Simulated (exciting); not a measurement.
# O K-edge absorption of BaO, all-electron BSE, part 2 of 3

How far do the exchange and direct terms reshape the O K edge of BaO?

exciting sodium; X-ray absorption, core-level Bethe-Salpeter equation, exchange and statically screened direct term, Tamm-Dancoff, all-electron LAPW+lo LDA.

So far. Step 3 (A richer basis for the empty states): Against the first ground state the total energy moves by -22 meV an atom and the gap by -0.01 eV.

The database entry behind the starting cell differs from later determinations by our own check (about 0.7 % short), so it need not match the best structure at ambient conditions.

### Step 4. Screening, kernels and BSE for O atom 2

The absorber has 6 Ba at 2.75 Å (octahedral, site symmetry m-3m).

The input, input.xml:

```
<input>
  <title>BaO</title>
  <structure speciespath="." autormt="false" epslat="1.0e-5">
    <crystal>
      <basevect>0.0000000000 5.1967468418 5.1967468418</basevect>
      <basevect>5.1967468418 0.0000000000 5.1967468418</basevect>
      <basevect>5.1967468418 5.1967468418 0.0000000000</basevect>
    </crystal>
    <species speciesfile="Ba.xml" rmt="2.464">
      <atom coord="0.0000000000 0.0000000000 0.0000000000"/>
    </species>
    <species speciesfile="O.xml" rmt="2.300">
      <atom coord="0.5000000000 0.5000000000 0.5000000000"/>
    </species>
  </structure>
  <groundstate do="skip" xctype="LDA_PW" ngridk="4 4 4" rgkmax="7" gmaxvr="14" nempty="8" swidth="0.001" maxscl="100" epsengy="1e-5"/>
  <xs xstype="BSE" ngridk="5 5 5" ngridq="5 5 5" vkloff="0.097 0.273 0.493" rgkmax="7" nempty="33" gqmax="3" lmaxapwwf="5" lmaxemat="2" broad="0.01654" tevout="true">
    <energywindow intv="17.984 19.601" points="439"/>
    <screening screentype="full" nempty="50"/>
    <BSE xas="true" xasspecies="2" xasatom="1" xasedge="K" bsetype="singlet" nstlxas="1 29"/>
    <qpointset>
      <qpoint>0 0 0</qpoint>
    </qpointset>
    <plan>
      <doonly task="xsgeneigvec"/>
      <doonly task="writepmatxs"/>
      <doonly task="scrgeneigvec"/>
      <doonly task="scrwritepmat"/>
      <doonly task="screen"/>
      <doonly task="scrcoulint"/>
      <doonly task="exccoulint"/>
    </plan>
  </xs>
</input>
```

The input, input.xml for the last start (plan only):

```
  <plan>
    <doonly task="bse"/>
  </plan>
```

On the command line:

```
$ OMP_NUM_THREADS=1 mpirun -n 4 exciting
$ OMP_NUM_THREADS=4 exciting
```

Numbers of over 12 decimals in the logs are rounded to 6 here.

The program printed:

```text
| EXCITING SODIUM started for task xsgeneigvec ( 301)                          =
One-shot GS runs for BSE calculations
One-shot GS runs for k+qmt/2 grids
Info(xsgeneigvec): Generating eigenvectors for Q-point      1
Info(xsgeneigvec): Generation of eigenvectors finished
| EXCITING SODIUM started for task writepmatxs ( 320)                          =
Info(writepmatxs): Momentum matrix elements finished
| EXCITING SODIUM started for task scrgeneigvec ( 401)                         =
One-shot GS runs for BSE calculations
One-shot GS runs for k+qmt/2 grids
Info(xsgeneigvec): Generating eigenvectors for Q-point      1
Using screening GS parameters.
Info(xsgeneigvec): Generation of eigenvectors finished
| EXCITING SODIUM started for task scrwritepmat ( 420)                         =
Info(writepmatxs): Momentum matrix elements finished
Info(scrwritepmat): Momentum matrix elements for screening finished
| EXCITING SODIUM started for task screen ( 430)                               =
Info(screenlauncher): Calculating screening for unshifted q-grid.
Info(screenlauncher): Number of q points:      10
Info(screenlauncher): lowest (partially)  unoccupied state:     14
Info(screenlauncher): highest (partially) occupied state  :     13
Info(screenlauncher): number of occupied states considered:   13
Info(screenlauncher): number of unoccupied states considered:   51
Info(screenlauncher): Starting loop over q-points
Info(screenlauncher): Screening for unshifted q-grid finished
Info(screenlauncher): Screening finished
| EXCITING SODIUM started for task scrcoulint ( 440)                           =
Info(scrcoulintlauncher): Setting up screened Coulomb interaction matrix W.
Info(scrcoulintlauncher): Using momentum transfer vectors from list :   1 to  1
Info(scrcoulintlauncher): Calculating screened Coulomb interaction matrix W
Info(scrcoulintlauncher): Momentum transfer list index: iqmt=  1
Info(scrcoulintlauncher): Momentum transfer: vqmtl=   0.000   0.000   0.000
Info(scrcoulintlauncher): Calculating RR block of W
Info(scrcoulint): Inspecting occupations...
Info(setranges_modxs): Number of non-reduced k-points:      125
Info(setranges_modxs): Number of states considered:       47
Info(setranges_modxs): Number of (partially) occupied states:        2
Info(setranges_modxs): Highest (partially) occupied states:       13
Info(setranges_modxs): Number of (partially) unoccupied states:       34
Info(setranges_modxs): Lowest (partially) unoccupied states:       14
Info(scrcoulint): Selecting transitions...
Info(select_transitions): Inspecting transitions in the  band interval:
  lowest occupied state:   1
  highest occupied state:   2
  lowest unoccupied state:  14
  highest unoccupied state:  42
  Opening gap with a scissor of:      0.000/H      0.000/eV
Info(select_transitions): Number of participating transitions:    7250
Info(scrcoulint): Size of file SCCLI will be about     0.394754 GB
Info(scrcoulint): Using q-grid
Info(scrcoulint): Number of reduced q-points:     10
Info(scrcoulint): Number of non-reduced q-points:    125
Info(scrcoulint): Calculating W(G1,G2,qr) fourier coefficients
Info(scrcoulint): Calculating W matrix elements
Info(scrcoulintlauncher): Screened coulomb interaction finished for iqmt=   1
| EXCITING SODIUM started for task exccoulint ( 441)                           =
Info(exccoulintlauncher): Setting up exchange interaction matrix V.
Info(exccoulintlauncher): Using momentum transfer vectors from list :   1 to  1
Info(exccoulintlauncher):Calculating exchange interaction matrix V
Info(exccoulintlauncher): Momentum transfer list index: iqmt=  1
Info(exccoulintlauncher): Momentum transfer: vqmtl=   0.000   0.000   0.000
Info(exccoulintlauncher): Calculating RR block of V
Info(exccoulint): Inspecting occupations...
Info(setranges_modxs): Number of non-reduced k-points:      125
Info(setranges_modxs): Number of states considered:       47
Info(setranges_modxs): Number of (partially) occupied states:        2
Info(setranges_modxs): Highest (partially) occupied states:       13
Info(setranges_modxs): Number of (partially) unoccupied states:       34
Info(setranges_modxs): Lowest (partially) unoccupied states:       14
Info(exccoulint): Selecting transitions...
Info(select_transitions): Inspecting transitions in the  band interval:
  lowest occupied state:   1
  highest occupied state:   2
  lowest unoccupied state:  14
  highest unoccupied state:  42
  Opening gap with a scissor of:      0.000/H      0.000/eV
Info(select_transitions): Number of participating transitions:    7250
Info(exccoulint): Size of file EXCLI will be about     0.394754 GB
Info(exccoulint): Generating plane wave matrix elements for momentum transfer iqmt=   1
  Timing (in seconds)	   :     439.860
Info(exccoulint): Generating V matrix elements
Info(exccoulint): Zeroing Coulomb potential at G+qmt index:  1
Info(exccoulintlauncher): Exchange interaction finished for iqmt=   1
| EXCITING SODIUM started for task bse ( 445)                                  =
Info(bselauncher): Init time:    0.876360
Info(bselauncher): Setting up and diagonalizing BSE Hamiltonian.
Info(bselauncher): Using momentum transfer vectors from list :   1 to  1
Info(bselauncher): Distributing qmt-points over   1 processes.
Info(bselauncher): BSE type: singlet
Info(bselauncher): Momentum transfer list index: iqmt=  1
Info(bselauncher): Momentum transfer: vqmtl=   0.000   0.000   0.000
Info(bse): Inspecting occupations...
Info(setranges_modxs): Number of non-reduced k-points:      125
Info(setranges_modxs): Number of states considered:       47
Info(setranges_modxs): Number of (partially) occupied states:        2
Info(setranges_modxs): Highest (partially) occupied states:       13
Info(setranges_modxs): Number of (partially) unoccupied states:       34
Info(setranges_modxs): Lowest (partially) unoccupied states:       14
Info(select_transitions): Inspecting transitions in the  band interval:
  lowest occupied state:   1
  highest occupied state:   2
  lowest unoccupied state:  14
  highest unoccupied state:  42
  Opening gap with a scissor of:      0.000/H      0.000/eV
Info(select_transitions): Number of participating transitions:    7250
Info(bse): Selecting transitions...
Info(bse):bsegap (eV):   501.452629
Info(bse): Assembling BSE matrix
  RR/RA blocks of global BSE-Hamiltonian:
  Size of the Hamiltonian:    7250
  Number of k-points:     125
  Distributing matrix to   1 processes
  Local matrix shape   7250 x  7250
Info(bse): max local RAM needed for BSE matrices ~     0.783242 GB
Info(setup_bse_block): Setting up RR part of hamiltonian
Info(setup_bse_block): Singlet spin state
Info(bse): Diagonalizing RR Hamiltonian (TDA)
Info(bse): Invoking Lapack routine ZHEEVR
      7250 eigen solutions found in the interval:
         i1=       1 i2=    7250
Info(bse): Writing excition energies and oscillator strengths to text file.
Info(makespectrum_dist): Making spectrum using formula for coupling with time reversed AR basis.
Info(makespectrum_dist): Using formalism for vanishing momentum transfer.
Info(writederived): Writing quantities derived from the macroscopic dielectric function.
Info(bselauncher): Spectrum finished for iqmt=  1
Info(bselauncher): All done for BSE type singlet
```

Elapsed: 21 min, on 4 MPI ranks of Arm Neoverse V1, shared host.

Wall time by task: xsgeneigvec 5.1 s, writepmatxs 7.6 s, scrgeneigvec 3 s, scrwritepmat 2.4 s, screen 92 s, scrcoulint 8.9 min, exccoulint 7.4 min, bse 2.7 min.

The O K spectrum of O atom 2 (energy from the Kohn–Sham onset, core level to the lowest empty state found on the meshes used, 501.38 eV; the ground-state mesh sets it, and the shifted mesh has its lowest transition 0.08 eV above it; Im ε scaled to the maximum of the singlet run; cut below the end of the band set):

| E (eV) | Im ε |
| --- | --- |
| -3.5 | 0.02 |
| -3.0 | 0.03 |
| -2.5 | 0.04 |
| -2.0 | 0.05 |
| -1.5 | 0.06 |
| -1.0 | 0.10 |
| -0.5 | 0.17 |
| 0.0 | 0.34 |
| 0.5 | 0.64 |
| 1.0 | 0.95 |
| 1.5 | 0.96 |
| 2.0 | 0.74 |
| 2.5 | 0.59 |
| 3.0 | 0.61 |
| 3.5 | 0.59 |
| 4.0 | 0.58 |
| 4.5 | 0.72 |
| 5.0 | 0.69 |
| 5.5 | 0.63 |
| 6.0 | 0.66 |
| 6.5 | 0.53 |
| 7.0 | 0.38 |
| 7.5 | 0.39 |
| 8.0 | 0.32 |
| 8.5 | 0.22 |
| 9.0 | 0.18 |
| 9.5 | 0.17 |
| 10.0 | 0.18 |
| 10.5 | 0.19 |
| 11.0 | 0.19 |
| 11.5 | 0.17 |
| 12.0 | 0.14 |
| 12.5 | 0.13 |
| 13.0 | 0.14 |
| 13.5 | 0.17 |
| 14.0 | 0.19 |
| 14.5 | 0.15 |
| 15.0 | 0.13 |
| 15.5 | 0.14 |
| 16.0 | 0.20 |
| 16.5 | 0.30 |
| 17.0 | 0.41 |
| 17.5 | 0.45 |
| 18.0 | 0.46 |
| 18.5 | 0.42 |
| 19.0 | 0.37 |
| 19.5 | 0.29 |
| 20.0 | 0.21 |
| 20.5 | 0.15 |
| 21.0 | 0.12 |
| 21.5 | 0.11 |
| 22.0 | 0.12 |
| 22.5 | 0.12 |
| 23.0 | 0.12 |
| 23.5 | 0.13 |
| 24.0 | 0.15 |
| 24.5 | 0.20 |
| 25.0 | 0.20 |
| 25.5 | 0.21 |
| 26.0 | 0.19 |
| 26.5 | 0.17 |

Maxima (height): 1.2 eV (1.00), 3.1 eV (0.62), 4.7 eV (0.75), 6.0 eV (0.66), 7.5 eV (0.39), 17.9 eV (0.46) and 25.4 eV (0.21); 2 lower ones aren't listed.

The Hamiltonian has 7250 rows. The lowest groups of eigenvalues and the brightest ones, on the scale above (the program counts from the shifted mesh's onset, 0.08 eV higher). Core spinors bring spin-forbidden partners, so dark means forbidden by spin or by symmetry, and the shifted mesh splits states that symmetry would keep together:

| energy (eV) | states within 10 meV | relative strength |
| --- | --- | --- |
| -0.466 | 2 | 0.0054 |
| -0.319 | 2 | 0.0044 |
| -0.302 | 2 | 0.0093 |
| -0.096 | 2 | 0.13 |
| -0.062 | 2 | 0.049 |
| -0.036 | 2 | 0.0011 |
| 0.861 | 2 | 1.00 |
| 0.916 | 1 | 0.48 |
| 1.234 | 2 | 0.66 |
| 1.279 | 2 | 0.53 |
| 1.416 | 4 | 0.67 |
| 4.680 | 4 | 0.52 |
| 4.716 | 6 | 0.55 |

### Step 5. Independent particles

Edit input.xml of step 4 so:

```diff
@@ -19,3 +19,3 @@
     <screening screentype="full" nempty="50"/>
-    <BSE xas="true" xasspecies="2" xasatom="1" xasedge="K" bsetype="singlet" nstlxas="1 29"/>
+    <BSE xas="true" xasspecies="2" xasatom="1" xasedge="K" bsetype="IP" nstlxas="1 29"/>
     <qpointset>
@@ -24,9 +24,3 @@
     <plan>
-      <doonly task="xsgeneigvec"/>
-      <doonly task="writepmatxs"/>
-      <doonly task="scrgeneigvec"/>
-      <doonly task="scrwritepmat"/>
-      <doonly task="screen"/>
-      <doonly task="scrcoulint"/>
-      <doonly task="exccoulint"/>
+      <doonly task="bse"/>
     </plan>
```

On the command line:

```
$ OMP_NUM_THREADS=4 exciting
```

The program printed:

```text
| EXCITING SODIUM started for task bse ( 445)                                  =
Info(bselauncher): Init time:    0.875617
Info(bselauncher): Setting up and diagonalizing BSE Hamiltonian.
Info(bselauncher): Using momentum transfer vectors from list :   1 to  1
Info(bselauncher): Distributing qmt-points over   1 processes.
Info(bselauncher): BSE type: IP
Info(bselauncher): Momentum transfer list index: iqmt=  1
Info(bselauncher): Momentum transfer: vqmtl=   0.000   0.000   0.000
Info(bse): Inspecting occupations...
Info(setranges_modxs): Number of non-reduced k-points:      125
[...]
highest unoccupied state:  42
  Opening gap with a scissor of:      0.000/H      0.000/eV
Info(select_transitions): Number of participating transitions:    7250
Info(bse): Selecting transitions...
Info(bse):bsegap (eV):   501.452629
Info(bse): IP requested, nothing much to do
Info(bse): Writing excition energies and oscillator strengths to text file.
Info(makespectrum_dist): Making spectrum using formula for coupling with time reversed AR basis.
Info(makespectrum_dist): Using formalism for vanishing momentum transfer.
Info(writederived): Writing quantities derived from the macroscopic dielectric function.
Info(bselauncher): Spectrum finished for iqmt=  1
Info(bselauncher): All done for BSE type IP
```

Wall time 3 s (4 threads).

Maxima (height): 4.0 eV (0.54), 5.7 eV (0.52), 7.4 eV (0.82), 8.9 eV (0.68) and 20.1 eV (0.58); 3 lower ones aren't listed. Against the singlet run the r.m.s. difference is 64 %. Moving the earlier curve by +2.4 eV leaves 33 %. The highest maximum lies at 7.4 eV (0.82), against 1.2 eV (1.00).

### Step 6. Exchange alone

Edit input.xml of step 5 so:

```diff
@@ -19,3 +19,3 @@
     <screening screentype="full" nempty="50"/>
-    <BSE xas="true" xasspecies="2" xasatom="1" xasedge="K" bsetype="IP" nstlxas="1 29"/>
+    <BSE xas="true" xasspecies="2" xasatom="1" xasedge="K" bsetype="RPA" nstlxas="1 29"/>
     <qpointset>
```

On the command line:

```
$ OMP_NUM_THREADS=4 exciting
```

The program printed:

```text
| EXCITING SODIUM started for task bse ( 445)                                  =
Info(bselauncher): Init time:    0.877474
Info(bselauncher): Setting up and diagonalizing BSE Hamiltonian.
Info(bselauncher): Using momentum transfer vectors from list :   1 to  1
Info(bselauncher): Distributing qmt-points over   1 processes.
Info(bselauncher): BSE type: RPA
Info(bselauncher): Momentum transfer list index: iqmt=  1
Info(bselauncher): Momentum transfer: vqmtl=   0.000   0.000   0.000
Info(bse): Inspecting occupations...
Info(setranges_modxs): Number of non-reduced k-points:      125
[...]
Info(setup_bse_block): Setting up RR part of hamiltonian
Info(setup_bse_block): Using RPA approximation
Info(bse): Diagonalizing RR Hamiltonian (TDA)
Info(bse): Invoking Lapack routine ZHEEVR
      7250 eigen solutions found in the interval:
         i1=       1 i2=    7250
Info(bse): Writing excition energies and oscillator strengths to text file.
Info(makespectrum_dist): Making spectrum using formula for coupling with time reversed AR basis.
Info(makespectrum_dist): Using formalism for vanishing momentum transfer.
Info(writederived): Writing quantities derived from the macroscopic dielectric function.
Info(bselauncher): Spectrum finished for iqmt=  1
Info(bselauncher): All done for BSE type RPA
```

Wall time 2.7 min (4 threads).

Maxima (height): 4.1 eV (0.52), 5.8 eV (0.51), 7.4 eV (0.81), 8.9 eV (0.69) and 20.2 eV (0.59); 3 lower ones aren't listed. Against the independent-particle run the r.m.s. difference is 3 %.

### Step 7. Direct term alone

Edit input.xml of step 6 so:

```diff
@@ -19,3 +19,3 @@
     <screening screentype="full" nempty="50"/>
-    <BSE xas="true" xasspecies="2" xasatom="1" xasedge="K" bsetype="RPA" nstlxas="1 29"/>
+    <BSE xas="true" xasspecies="2" xasatom="1" xasedge="K" bsetype="triplet" nstlxas="1 29"/>
     <qpointset>
```

On the command line:

```
$ OMP_NUM_THREADS=4 exciting
```

The program printed:

```text
| EXCITING SODIUM started for task bse ( 445)                                  =
Info(bselauncher): Init time:    0.876367
Info(bselauncher): Setting up and diagonalizing BSE Hamiltonian.
Info(bselauncher): Using momentum transfer vectors from list :   1 to  1
Info(bselauncher): Distributing qmt-points over   1 processes.
Info(bselauncher): BSE type: triplet
Info(bselauncher): Momentum transfer list index: iqmt=  1
Info(bselauncher): Momentum transfer: vqmtl=   0.000   0.000   0.000
Info(bse): Inspecting occupations...
[...]
Info(setup_bse_block): Setting up RR part of hamiltonian
Info(setup_bse_block): Triplet spin state
Info(bse): Diagonalizing RR Hamiltonian (TDA)
Info(bse): Invoking Lapack routine ZHEEVR
      7250 eigen solutions found in the interval:
         i1=       1 i2=    7250
Info(bse): Writing excition energies and oscillator strengths to text file.
Info(makespectrum_dist): Making spectrum using formula for coupling with time reversed AR basis.
Info(makespectrum_dist): Using formalism for vanishing momentum transfer.
Info(writederived): Writing quantities derived from the macroscopic dielectric function.
Info(bselauncher): Spectrum finished for iqmt=  1
Info(bselauncher): All done for BSE type triplet
```

Run time: 2.7 min. Hardware: 4 threads.

Maxima (height): 1.2 eV (1.05), 3.1 eV (0.62), 4.6 eV (0.75), 5.9 eV (0.64) and 17.8 eV (0.46); 4 lower ones aren't listed. Against the singlet run the r.m.s. difference is 4 %. The highest maximum lies at 1.2 eV (1.05), against 1.2 eV (1.00).

### Step 8. Broadening

Changed against the first singlet run: half width (eV) from 0.45 to 0.11.

Edit input.xml of step 7 so:

```diff
@@ -16,6 +16,6 @@
   <groundstate do="skip" xctype="LDA_PW" ngridk="4 4 4" rgkmax="7" gmaxvr="14" nempty="8" swidth="0.001" maxscl="100" epsengy="1e-5"/>
-  <xs xstype="BSE" ngridk="5 5 5" ngridq="5 5 5" vkloff="0.097 0.273 0.493" rgkmax="7" nempty="33" gqmax="3" lmaxapwwf="5" lmaxemat="2" broad="0.01654" tevout="true">
-    <energywindow intv="17.984 19.601" points="439"/>
+  <xs xstype="BSE" ngridk="5 5 5" ngridq="5 5 5" vkloff="0.097 0.273 0.493" rgkmax="7" nempty="33" gqmax="3" lmaxapwwf="5" lmaxemat="2" broad="0.00404" tevout="true">
+    <energywindow intv="17.984 19.601" points="1199"/>
     <screening screentype="full" nempty="50"/>
-    <BSE xas="true" xasspecies="2" xasatom="1" xasedge="K" bsetype="triplet" nstlxas="1 29"/>
+    <BSE xas="true" xasspecies="2" xasatom="1" xasedge="K" bsetype="singlet" nstlxas="1 29"/>
     <qpointset>
```

On the command line:

```
$ OMP_NUM_THREADS=4 exciting
```

The program printed:

```text
| EXCITING SODIUM started for task bse ( 445)                                  =
Info(bselauncher): Init time:    0.872726
Info(bselauncher): Setting up and diagonalizing BSE Hamiltonian.
Info(bselauncher): Using momentum transfer vectors from list :   1 to  1
Info(bselauncher): Distributing qmt-points over   1 processes.
Info(bselauncher): BSE type: singlet
Info(bselauncher): Momentum transfer list index: iqmt=  1
Info(bselauncher): Momentum transfer: vqmtl=   0.000   0.000   0.000
Info(bse): Inspecting occupations...
[...]
Info(setup_bse_block): Setting up RR part of hamiltonian
Info(setup_bse_block): Singlet spin state
Info(bse): Diagonalizing RR Hamiltonian (TDA)
Info(bse): Invoking Lapack routine ZHEEVR
      7250 eigen solutions found in the interval:
         i1=       1 i2=    7250
Info(bse): Writing excition energies and oscillator strengths to text file.
Info(makespectrum_dist): Making spectrum using formula for coupling with time reversed AR basis.
Info(makespectrum_dist): Using formalism for vanishing momentum transfer.
Info(writederived): Writing quantities derived from the macroscopic dielectric function.
Info(bselauncher): Spectrum finished for iqmt=  1
Info(bselauncher): All done for BSE type singlet
```

Run time: 2.7 min. Hardware: 4 threads.

The spectrum differs from the singlet run by 26 % r.m.s. The highest maximum lies at 1.3 eV (1.49), against 1.2 eV (1.00). Only the width of each line changes; the area stays. A table step wider than the lines misses their tops.

| E (eV) | first run | this run |
| --- | --- | --- |
| -3.0 | 0.03 | 0.01 |
| -2.0 | 0.05 | 0.01 |
| -1.0 | 0.10 | 0.02 |
| 0.0 | 0.34 | 0.24 |
| 1.0 | 0.95 | 1.26 |
| 2.0 | 0.74 | 0.83 |
| 3.0 | 0.61 | 0.69 |
| 4.0 | 0.58 | 0.50 |
| 5.0 | 0.69 | 0.65 |
| 6.0 | 0.66 | 0.87 |
| 7.0 | 0.38 | 0.28 |
| 8.0 | 0.32 | 0.30 |
| 9.0 | 0.18 | 0.12 |
| 10.0 | 0.18 | 0.16 |
| 11.0 | 0.19 | 0.16 |
| 12.0 | 0.14 | 0.13 |
| 13.0 | 0.14 | 0.13 |
| 14.0 | 0.19 | 0.25 |
| 15.0 | 0.13 | 0.09 |
| 16.0 | 0.20 | 0.17 |
| 17.0 | 0.41 | 0.53 |
| 18.0 | 0.46 | 0.54 |
| 19.0 | 0.37 | 0.40 |
| 20.0 | 0.21 | 0.18 |
| 21.0 | 0.12 | 0.08 |
| 22.0 | 0.12 | 0.11 |
| 23.0 | 0.12 | 0.09 |
| 24.0 | 0.15 | 0.13 |
| 25.0 | 0.20 | 0.19 |
| 26.0 | 0.19 | 0.19 |

[end of part 2 of 3]

[Banner, clock and machine lines of the logs are left out without a mark of their own.]

[Logs are printed without paths, hosts, clocks, repeated set-up lines and the standing remarks that a program may print on its own settings, such as how far it seeks lower states.]

[Hosts, paths, dates, database ids (printed as entryN), source tags and the programs' standing remarks are cut or masked in the printed files.]
